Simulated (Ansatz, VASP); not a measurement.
O2: VASP beside Ansatz

POSCAR

```
O
1.0
   10.0000000000      0.0000000000      0.0000000000
    0.0000000000     10.5000000000      0.0000000000
    0.0000000000      0.0000000000     11.0000000000
O
2
Direct
    0.5000000000      0.5000000000      0.4449587598
    0.5000000000      0.5000000000      0.5550412402
```

Contents of INCAR.step1:

```
PREC     = Accurate       # precision mode
ENCUT    = 520            # plane-wave cutoff, eV
ISMEAR   = 0              # smearing method
SIGMA    = 0.01           # smearing width, eV
LREAL    = False          # projectors in reciprocal space
LASPH    = True           # aspherical terms in the spheres
NELM     = 150            # most SCF steps
ISPIN    = 2              # spin polarisation
MAGMOM   = 0.61 0.61      # initial moments
NBANDS   = 17             # bands
GGA      = PE             # functional
ALGO     = Normal         # electronic algorithm
EDIFF    = 1E-4           # SCF threshold, eV
LWAVE    = True           # write WAVECAR
LCHARG   = False          # write CHGCAR
```

The input INCAR.step2:

```
PREC     = Accurate       # precision mode
ENCUT    = 520            # plane-wave cutoff, eV
EDIFF    = 1E-6           # SCF threshold, eV
ISMEAR   = 0              # smearing method
SIGMA    = 0.01           # smearing width, eV
LREAL    = False          # projectors in reciprocal space
LASPH    = True           # aspherical terms in the spheres
NELM     = 150            # most SCF steps
ALGO     = Normal         # electronic algorithm
ISIF     = 2              # what is computed and relaxed
LWAVE    = False          # write WAVECAR
LCHARG   = False          # write CHGCAR
ISPIN    = 2              # spin polarisation
MAGMOM   = 0.61 0.61      # initial moments
LORBIT   = 11             # projections on sites
METAGGA  = R2SCAN         # meta-GGA
LMIXTAU  = True         
NBANDS   = 17             # bands
ISTART   = 1
```

KPOINTS

```
regular mesh
0
Gamma
  1 1 1
```

Input for Ansatz:

```yaml
crystal:
  lattice:
    - [10.0, 0.0, 0.0]
    - [0.0, 10.5, 0.0]
    - [0.0, 0.0, 11.0]
  atoms:
    - { symbol: O, position: [0.5, 0.5, 0.4449587598], spin: 0.61 }
    - { symbol: O, position: [0.5, 0.5, 0.5550412402], spin: 0.61 }
basis:
  ecutwfc: 500
kpoints:
  mp_grid: { grid: [1, 1, 1] }
hamiltonian:
  xc: r2scan
  pseudopotentials: { kind: paw, azcp: { folder: soft_1 } }
scf:
  occupations: { method: gaussian, width: 0.01 }
output:
  forces: true
  stress: true
  eigenvalues: true
  populations: true
magnetization:
  spin_polarized: true
```

Alike in both runs: task single point; functional r2SCAN; k mesh 1 × 1 × 1; occupations gaussian, width 0.01 eV; collinear spin.

|  | VASP | Ansatz |
| --- | --- | --- |
| version | VASP 6.6.1 | Ansatz 0.2.0 |
| potentials or method | VASP PAW PBE potentials, release 64 (O) | scalar-relativistic, plane waves, PAW |
| plane-wave cutoff (eV) | 520 | 500 |
| valence electrons in the cell | 12 | 12 |

Ansatz gave:

```
gap on the k mesh at the Fermi level (eV)                     : 3.40
least direct gap on the mesh (eV)                             : 3.40
rms of the force components (eV/Å)                            : 0.214
net moment per atom (μB)                                      : 1.00
size of the moment on the site where the two differ most (μB) : 0.58
```

Task: What did VASP give for the same quantities?

Result: gap on the k mesh at the Fermi level (eV): 3.45; least direct gap on the mesh (eV): 3.45; rms of the force components (eV/Å): 0.551; net moment per atom (μB): 1.00; size of the moment on the site where the two differ most (μB): 0.83.

Site moments also hang on the region over which each program counts them. Atom by atom the forces differ by 0.765 eV/Å (rms over components). One of these differences is far larger than is usual between the two programs; its cause wasn't traced. Ansatz warned: «stability_check_not_made».

Caveats: the standard files for N, O and F lose accuracy on very short bonds; the PAW data sets were made with another functional, which shifts forces and pressure a little (VASP). r2SCAN opens gaps a little over a GGA but as a rule still falls short of measured ones.
